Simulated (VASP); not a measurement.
# TiCo (Pm-3m) in VASP: notebook

The runs below take TiCo through single point, relaxation of cell and atoms, with PBEsol, RPBE.

Program: VASP 6.6.1. These are calculated values, not measurements. Logs are shortened: lines on timing, memory, paths and dates and some standing lists are left out, and cuts for length are marked.

## 1. Starting point

The structure is cubic, space group Pm-3m (No. 221). Conventional cell: a = 2.986 Å, b = 2.986 Å, c = 2.986 Å, α = 90.00°, β = 90.00°, γ = 90.00°. Ti (site symmetry m-3m) is surrounded by 8 Co at 2.59 Å. Around Co (site symmetry m-3m) lie 8 Ti at 2.59 Å.

The cell comes from a database or a generator and needn't be the stable form of this composition.

## 2. Single point, PBEsol, collinear spin, ferromagnetic start

File INCAR:

```
PREC = Accurate
ENCUT = 520
EDIFF = 1E-6
ISMEAR = 0
SIGMA = 0.1
LREAL = F
LASPH = T
NELM = 120
ALGO = Normal
ISIF = 2
LWAVE = F
LCHARG = F
ISPIN = 2
MAGMOM = 0 2
LORBIT = 11
LMAXMIX = 4
GGA = PS
NBANDS = 22
```

File KPOINTS:

```
regular mesh
0
Gamma
  14 14 14
```

File POSCAR:

```
TiCo
1.0
    2.9861109900      0.0000000000      0.0000000000
    0.0000000000      2.9861109900      0.0000000000
    0.0000000000      0.0000000000      2.9861109900
Ti Co
1 1
Direct
    0.0000000000      0.0000000000      0.0000000000
    0.5000000000      0.5000000000      0.5000000000
```

Potentials or basis: VASP PAW PBE potentials, release 64 (Ti_sv, Co).

Launch:

```
cat potpaw_PBE.64/Ti_sv/POTCAR potpaw_PBE.64/Co/POTCAR > POTCAR
mpirun -np 1 vasp_std > vasp.out
```

OUTCAR:

```text
PREC = Accurate
   ENCUT = 520
   EDIFF = 1E-6
   ISMEAR = 0
   LREAL = F
   LASPH = T
   NELM = 120
   ISIF = 2
   ISPIN = 2
   LORBIT = 11
   GGA = PS

 ion  position               nearest neighbor table
   1  0.000  0.000  0.000-   2 2.59   2 2.59   2 2.59   2 2.59   2 2.59   2 2.59   2 2.59   2 2.59

   2  0.500  0.500  0.500-   1 2.59   1 2.59   1 2.59   1 2.59   1 2.59   1 2.59   1 2.59   1 2.59

  LATTYP: Found a simple cubic cell.
 ALAT       =     2.9861109900

  Lattice vectors:

 A1 = (   2.9861109900,   0.0000000000,   0.0000000000)
 A2 = (   0.0000000000,   2.9861109900,   0.0000000000)
 A3 = (   0.0000000000,   0.0000000000,   2.9861109900)

Analysis of symmetry for initial positions (statically):
=====================================================================
 Subroutine PRICEL returns:
 Original cell was already a primitive cell.

 Routine SETGRP: Setting up the symmetry group for a
 simple cubic supercell.

 Subroutine GETGRP returns: Found 48 space group operations
 (whereof 48 operations were pure point group operations)
 out of a pool of 48 trial point group operations.

The static configuration has the point symmetry O_h .

Analysis of symmetry for dynamics (positions and initial velocities):
=====================================================================
 Subroutine PRICEL returns:
 Original cell was already a primitive cell.

 Routine SETGRP: Setting up the symmetry group for a
 simple cubic supercell.

 Subroutine GETGRP returns: Found 48 space group operations
 (whereof 48 operations were pure point group operations)
 out of a pool of 48 trial point group operations.

The dynamic configuration has the point symmetry O_h .

Analysis of structural, dynamic, and magnetic symmetry:
=====================================================================
 Subroutine PRICEL returns:
 Original cell was already a primitive cell.

 Routine SETGRP: Setting up the symmetry group for a
 simple cubic supercell.

 Subroutine GETGRP returns: Found 48 space group operations
 (whereof 48 operations were pure point group operations)
 out of a pool of 48 trial point group operations.

The overall configuration has the point symmetry O_h .

 Subroutine INISYM returns: Found 48 space group operations
 (whereof 48 operations are pure point group operations),
 and found     1 'primitive' translations

----------------------------------------------------------------------------------------

                                     Primitive cell

  volume of cell :      26.6267

  direct lattice vectors                    reciprocal lattice vectors
     2.986110990  0.000000000  0.000000000     0.334883735  0.000000000  0.000000000
     0.000000000  2.986110990  0.000000000     0.000000000  0.334883735  0.000000000
     0.000000000  0.000000000  2.986110990     0.000000000  0.000000000  0.334883735

  length of vectors
     2.986110990  2.986110990  2.986110990     0.334883735  0.334883735  0.334883735

  position of ions in fractional coordinates (direct lattice)
     0.000000000  0.000000000  0.000000000
     0.500000000  0.500000000  0.500000000

  ion indices of the primitive-cell ions
   primitive index   ion index
                 1           1
                 2           2

----------------------------------------------------------------------------------------

 KPOINTS: regular mesh

Automatic generation of k-mesh.
 Grid dimensions read from file:
 generate k-points for:   14   14   14

 Generating k-lattice:

  Cartesian coordinates                     Fractional coordinates (reciprocal lattice)
     0.023920267  0.000000000  0.000000000     0.071428571  0.000000000  0.000000000
     0.000000000  0.023920267  0.000000000     0.000000000  0.071428571  0.000000000
     0.000000000  0.000000000  0.023920267     0.000000000  0.000000000  0.071428571

  Length of vectors
     0.023920267  0.023920267  0.023920267

  Shift w.r.t. Gamma in fractional coordinates (k-lattice)
     0.000000000  0.000000000  0.000000000

 Subroutine IBZKPT returns following result:
 ===========================================

 Found    120 irreducible k-points:

 Following reciprocal coordinates:
            Coordinates               Weight
  0.000000  0.000000  0.000000      1.000000
  0.071429  0.000000  0.000000      6.000000
  0.142857  0.000000  0.000000      6.000000
  0.214286  0.000000  0.000000      6.000000
  0.285714  0.000000  0.000000      6.000000
  0.357143  0.000000  0.000000      6.000000
[... 16 lines left out ...]
  0.285714  0.214286  0.000000     24.000000
  0.357143  0.214286  0.000000     24.000000
 [... further k-points ...]
   k-points           NKPTS =    120   k-points in BZ     NKDIM =    120   number of bands    NBANDS=     22
   number of dos      NEDOS =    301   number of ions     NIONS =      2
   total plane-waves  NPLWV =  13824
   dimension x,y,z NGX =    24 NGY =   24 NGZ =   24
   dimension x,y,z NGXF=    48 NGYF=   48 NGZF=   48
   ions per type =               1   1
   NGX,Y,Z   is equivalent  to a cutoff of  13.36, 13.36, 13.36 a.u.
   NGXF,Y,Z  is equivalent  to a cutoff of  26.72, 26.72, 26.72 a.u.
 SYSTEM =  unknown system
   PREC   = accura    normal or accurate (medium, high low for compatibility)
   ISTART =      0    job   : 0-new  1-cont  2-samecut
   ICHARG =      2    charge: 1-file 2-atom 10-const
   ISPIN  =      2    spin polarized calculation?
   LNONCOLLINEAR =      F non collinear calculations
   LSORBIT =      F    spin-orbit coupling
   LASPH  =      T    aspherical Exc in radial PAW
   ENCUT  =  520.0 eV  38.22 Ry    6.18 a.u.   5.55  5.55  5.55*2*pi/ulx,y,z
   NELM   =    120;   NELMIN=  2; NELMDL= -5     # of ELM steps
   EDIFF  = 0.1E-05   stopping-criterion for ELM
   LREAL  =      F    real-space projection
   EDIFFG = 0.1E-04   stopping-criterion for IOM
   NSW    =      0    number of steps for IOM
   IBRION =     -1    ionic relax: 0-MD 1-quasi-New 2-CG
   NFREE  =      0    steps in history (QN), initial steepest desc. (CG)
   ISIF   =      2    stress and relaxation
   ISYM   =      2    0-nonsym 1-usesym 2-fastsym
   POTIM  = 0.5000    time-step for ionic-motion
   TEBEG  =    0.0;   TEEND  =   0.0 temperature during run
   PSTRESS=    0.0 pullay stress
   NELECT =      21.0000    total number of electrons
   NUPDOWN=      -1.0000    fix difference up-down
   EMIN   =  10.00;   EMAX   =-10.00  energy-range for DOS
   EFERMI =   0.00;   METHOD = LEGACY
   ISMEAR =     0;   SIGMA  =   0.10  broadening in eV -4-tet -1-fermi 0-gaus
   EFERMI_NEDOS =   21; number of points for ismear=-14 and -15
   IALGO  =     38    algorithm
   IMIX   =      4    mixing-type and parameters
     AMIX     =   0.40;   BMIX     =  1.00
     AMIX_MAG =   1.60;   BMIX_MAG =  1.00
  volume/ion in A,a.u.               =      13.31        89.84
  Fermi-wavevector in a.u.,A,eV,Ry     =   1.512546  2.858298 31.127355  2.287796
  Thomas-Fermi vector in A             =   2.622456
   LORBIT       =     11    0 simple, 1 ext, 2 COOP (PROOUT), +10 PAW based schemes
   GGA     = PS    functional components
   LHFCALC =     F    Hartree Fock is set to
   AEXX    =    0.0000 exact exchange contribution
   IVDW    =     0    specifies the selected vdW correction
   LEPSILON=     F    determine dielectric tensor
   LRPA    =     F    only Hartree local field effects (RPA)
 spin polarized calculation
 Gauss-broadening in eV      SIGMA  =   0.10
  energy-cutoff  :      520.00
  volume of cell :       26.63
 maximum number of plane-waves:       739
 NGX is ok and might be reduce to    24
   NGX = 11   NGY = 11   NGZ = 11

 number of electron      20.9999983 magnetization       0.7747754

 Free energy of the ion-electron system (eV)
  ---------------------------------------------------
  ext. energy  EPLUGINS =         0.00000000
  ---------------------------------------------------
  free energy    TOTEN  =       -16.87094928 eV

  energy without entropy =      -16.85868163  energy(sigma->0) =      -16.86481546

 E-fermi :   9.7726     XC(G=0): -12.7329

 val. band max:        9.7716761984   @ k =   0.2857   0.0714   0.0714
 cond. band min:       9.7747774168   @ k =   0.5000   0.4286   0.4286
 fundamental gap:      0.0031012184
 Fermi energy:         9.7726125087

 spin component 1

 k-point     1 :       0.0000    0.0000    0.0000
  band No.  band energies     occupation
      1     -47.1477      1.00000
      2     -23.3393      1.00000
      3     -23.3393      1.00000
      4     -23.3393      1.00000
      5       2.0612      1.00000
      6       5.6608      1.00000
[... 14 lines left out ...]
     21      29.0281      0.00000
     22      30.6816      0.00000
[... 552 lines left out ...]
  band No.  band energies     occupation
      1     -47.1098      1.00000
      2     -23.5700      1.00000
      3     -23.4321      1.00000
      4     -23.3106      1.00000
      5       4.8022      1.00000
      6       6.2556      1.00000
[... 14 lines left out ...]
     21      27.7953      0.00000
     22      29.2927      0.00000

 [... further k-points ...]

 spin component 2

 k-point     1 :       0.0000    0.0000    0.0000
  band No.  band energies     occupation
      1     -47.1523      1.00000
      2     -23.3451      1.00000
      3     -23.3451      1.00000
      4     -23.3451      1.00000
      5       2.0803      1.00000
      6       6.2137      1.00000
[... 14 lines left out ...]
     21      29.1783      0.00000
     22      30.6178      0.00000
[... 552 lines left out ...]
  band No.  band energies     occupation
      1     -47.1142      1.00000
      2     -23.5774      1.00000
      3     -23.4387      1.00000
      4     -23.3163      1.00000
      5       4.8810      1.00000
      6       6.6990      1.00000
[... 14 lines left out ...]
     21      27.7508      0.00000
     22      29.3718      0.00000

 [... further k-points ...]
[... 5 lines left out ...]
  --------------------------------------------------------------------------------------
  -------------------------------------------------------------------------------------
  Total       -1.3597584     -1.3597584     -1.3597584     -0.0000000     -0.0000000     -0.0000000
  in kB      -81.8190629    -81.8190629    -81.8190629     -0.0000000     -0.0000000     -0.0000000
  external PRESSURE =     -81.8190629 kB  Pullay stress =       0.0000000 kB

 VOLUME and BASIS-vectors are now :
 -----------------------------------------------------------------------------
  energy-cutoff  :      520.00
  volume of cell :       26.63
      direct lattice vectors                 reciprocal lattice vectors
     2.986110990  0.000000000  0.000000000     0.334883735  0.000000000  0.000000000
     0.000000000  2.986110990  0.000000000     0.000000000  0.334883735  0.000000000
     0.000000000  0.000000000  2.986110990     0.000000000  0.000000000  0.334883735

 POSITION                                       TOTAL-FORCE (eV/Angst)
 -----------------------------------------------------------------------------------
      0.00000      0.00000      0.00000         0.000000      0.000000      0.000000
      1.49306      1.49306      1.49306         0.000000      0.000000      0.000000
 -----------------------------------------------------------------------------------
    total drift:                                0.000000      0.000000     -0.000000

  FREE ENERGIE OF THE ION-ELECTRON SYSTEM (eV)
  ---------------------------------------------------
  free  energy   TOTEN  =       -16.8709492844 eV

  energy  without entropy=      -16.8586816311  energy(sigma->0) =      -16.86481546

 total charge

# of ion       s       p       d       tot
------------------------------------------
    1        2.248   6.180   1.858  10.287
    2        0.524   0.456   7.311   8.290
--------------------------------------------------
tot          2.772   6.636   9.169  18.577

 magnetization (x)

# of ion       s       p       d       tot
------------------------------------------
    1       -0.002  -0.010  -0.008  -0.020
    2        0.026  -0.001   0.805   0.830
--------------------------------------------------
tot          0.024  -0.011   0.797   0.809
```

It took 2.1 min on 1 thread of Intel Xeon Platinum 8259CL at 2.50GHz (Skylake/Cascade Lake), shared host; peak memory 0.23 GiB.

Results:

```
Free energy                                           : -16.8709 eV
Pressure                                              : -8.2 GPa
Band gap on the k mesh                                : none (metal or under the smearing width)
Net moment                                            : 0.77 μB per cell
Site moments                                          : Ti -0.02; Co +0.83 μB
Valence electrons inside the program's atomic spheres : Ti 10.29; Co 8.29
```

Levels at points of the mesh, in eV from the Fermi level:
Spin up:
```csv
k point,band 7,band 8,band 9,band 10,band 11,band 12,band 13,band 14,band 15,band 16
"(0.00, 0.00, 0.00)",-4.11,-1.81,-1.81,-1.81,0.51,0.51,2.69,2.69,2.69,8.88
"(0.50, 0.00, 0.00)",-2.97,-1.92,-1.92,-1.45,-0.73,-0.51,0.66,0.66,2.24,3.88
"(0.50, 0.50, 0.00)",-2.68,-2.68,-1.36,-0.69,0.61,0.61,1.11,2.47,2.47,3.11
"(0.50, 0.50, 0.50)",-2.74,-2.10,-2.10,-2.10,-1.33,-1.33,3.19,3.19,6.89,8.29
```
Spin down:
```csv
k point,band 6,band 7,band 8,band 9,band 10,band 11,band 12,band 13,band 14,band 15
"(0.00, 0.00, 0.00)",-3.56,-3.56,-1.29,-1.29,-1.29,0.98,0.98,2.78,2.78,2.78
"(0.50, 0.00, 0.00)",-3.81,-1.96,-1.36,-1.36,-0.85,-0.80,0.49,0.67,0.67,2.25
"(0.50, 0.50, 0.00)",-3.68,-2.27,-2.27,-0.12,0.20,0.61,0.61,1.28,2.66,2.66
"(0.50, 0.50, 0.50)",-2.28,-2.28,-2.09,-2.09,-2.09,-0.09,-0.09,3.14,3.14,7.14
```

Caveat: the PAW data sets were made with another functional, which shifts forces and pressure a little.

## 3. Relaxation of cell and atoms, PBEsol, collinear spin, ferromagnetic start

File INCAR:

```
PREC = Accurate
ENCUT = 580
EDIFF = 1E-7
ISMEAR = 0
SIGMA = 0.1
LREAL = F
LASPH = T
NELM = 120
ALGO = Normal
ISIF = 3
LWAVE = F
LCHARG = F
ISPIN = 2
MAGMOM = 0 2
LORBIT = 11
LMAXMIX = 4
GGA = PS
IBRION = 2
NSW = 90
EDIFFG = -0.005
```

KPOINTS is that of step 2.

POSCAR is that of step 2.

Potentials or basis: VASP PAW PBE potentials, release 64 (Ti, Co).

Launch:

```
cat potpaw_PBE.64/Ti/POTCAR potpaw_PBE.64/Co/POTCAR > POTCAR
mpirun -np 1 vasp_std > vasp.out
```

OUTCAR:

```text
PREC = Accurate
   ENCUT = 580
   EDIFF = 1E-7
   ISMEAR = 0
   LREAL = F
   LASPH = T
   NELM = 120
   ISIF = 3
   ISPIN = 2
   LORBIT = 11
   GGA = PS
   IBRION = 2
   NSW = 90
   EDIFFG = -0.005

 ion  position               nearest neighbor table
   1  0.000  0.000  0.000-   2 2.59   2 2.59   2 2.59   2 2.59   2 2.59   2 2.59   2 2.59   2 2.59

   2  0.500  0.500  0.500-   1 2.59   1 2.59   1 2.59   1 2.59   1 2.59   1 2.59   1 2.59   1 2.59

  LATTYP: Found a simple cubic cell.
 ALAT       =     2.9861109900

  Lattice vectors:

 A1 = (   2.9861109900,   0.0000000000,   0.0000000000)
 A2 = (   0.0000000000,   2.9861109900,   0.0000000000)
 A3 = (   0.0000000000,   0.0000000000,   2.9861109900)

Analysis of symmetry for initial positions (statically):
=====================================================================
 Subroutine PRICEL returns:
[... 712 lines left out ...]
      1       1.8159      1.00000
      2       3.2705      1.00000
      3       4.0050      1.00000
      4       4.5935      1.00000
      5       4.8818      1.00000
      6       5.0365      1.00000
      7       6.9195      0.41528
      8       7.1645      0.00012
      9       7.9638      0.00000
     10       8.3997      0.00000
     11       9.4990      0.00000

 [... further k-points ...]

 spin component 2

 k-point     1 :       0.0000    0.0000    0.0000
  band No.  band energies     occupation
      1      -0.9849      1.00000
      2       2.9958      1.00000
      3       2.9958      1.00000
      4       5.4702      1.00000
      5       5.4702      1.00000
      6       5.4702      1.00000
      7       7.8588      0.00000
      8       7.8588      0.00000
      9       9.8288      0.00000
     10       9.8288      0.00000
     11       9.8288      0.00000
[... 351 lines left out ...]
  FREE ENERGIE OF THE ION-ELECTRON SYSTEM (eV)
  ---------------------------------------------------
  free  energy   TOTEN  =       -16.8226469887 eV

  energy  without entropy=      -16.8110842148  energy(sigma->0) =      -16.81686560

 reached required accuracy - stopping structural energy minimisation

 total charge

# of ion       s       p       d       tot
------------------------------------------
    1        0.589   0.807   2.510   3.906
    2        0.542   0.477   7.355   8.375
--------------------------------------------------
tot          1.131   1.284   9.865  12.281

 magnetization (x)

# of ion       s       p       d       tot
------------------------------------------
    1       -0.004  -0.020  -0.008  -0.032
    2        0.022  -0.002   0.586   0.606
--------------------------------------------------
tot          0.018  -0.022   0.577   0.573
```

Wall time 5.9 min (1 thread of Intel Xeon Platinum 8259CL at 2.50GHz (Skylake/Cascade Lake), shared host); peak memory 0.23 GiB.

What came out:

| Item | Value |
| --- | --- |
| Free energy | -16.8226 eV |
| Relaxed volume | 12.61 Å³/atom |
| Relaxed cell | a = 2.933 Å, b = 2.933 Å, c = 2.933 Å, α = 90.00°, β = 90.00°, γ = 90.00° |
| Space group after relaxing (to 0.05 Å) | Pm-3m (No. 221) |
| Energy gained by relaxing | 20.5 meV/atom |
| Ionic steps | 6 |
| Pressure after relaxing | 0.0 GPa |
| Band gap on the k mesh | none (metal or under the smearing width) |
| Net moment | 0.58 μB per cell |
| Site moments | Ti -0.03; Co +0.61 μB |
| Valence electrons inside the program's atomic spheres | Ti 3.91; Co 8.38 |

Step by step:
```csv
step,energy change (eV),largest force (eV/Å),pressure (GPa),volume (Å³)
1,0.0000,0.0000,-8.79,26.63
2,0.0035,0.0000,11.49,23.91
3,-0.0410,0.0000,-0.06,25.23
4,-0.0410,0.0000,0.17,25.21
5,-0.0410,0.0000,-0.22,25.25
6,-0.0410,0.0000,0.02,25.22
```

Final structure:
```
Ti Co
1.0
     2.93252    0.00000    0.00000
     0.00000    2.93252    0.00000
     0.00000    0.00000    2.93252
Ti Co
1 1
Cartesian
  0.0000 0.0000 0.0000
  1.4663 1.4663 1.4663
```

Levels at points of the mesh, in eV from the Fermi level:
Spin up:
```tsv
k point	band 3	band 4	band 5	band 6	band 7	band 8	band 9	band 10	band 11
(0.00, 0.00, 0.00)	-4.30	-1.81	-1.81	-1.81	0.60	0.60	2.85	2.85	2.85
(0.50, 0.00, 0.00)	-2.97	-1.90	-1.90	-1.38	-0.87	-0.28	0.64	0.64	2.33
(0.50, 0.50, 0.00)	-2.78	-2.78	-1.18	-0.54	0.67	0.67	1.20	2.65	2.65
(0.50, 0.50, 0.50)	-2.79	-2.27	-2.27	-2.27	-1.15	-1.15	3.34	3.34	7.56
```
Spin down:
| k point | band 3 | band 4 | band 5 | band 6 | band 7 | band 8 | band 9 | band 10 |
| --- | --- | --- | --- | --- | --- | --- | --- | --- |
| (0.00, 0.00, 0.00) | -3.91 | -1.43 | -1.43 | -1.43 | 0.95 | 0.95 | 2.92 | 2.92 |
| (0.50, 0.00, 0.00) | -2.24 | -1.49 | -1.49 | -0.95 | -0.92 | 0.44 | 0.66 | 0.66 |
| (0.50, 0.50, 0.00) | -2.48 | -2.48 | -0.28 | 0.11 | 0.68 | 0.68 | 1.33 | 2.80 |
| (0.50, 0.50, 0.50) | -2.45 | -2.26 | -2.26 | -2.26 | -0.24 | -0.24 | 3.32 | 3.32 |

Caveat: the PAW data sets were made with another functional, which shifts forces and pressure a little.

(Part 1 of 2 ends here.)
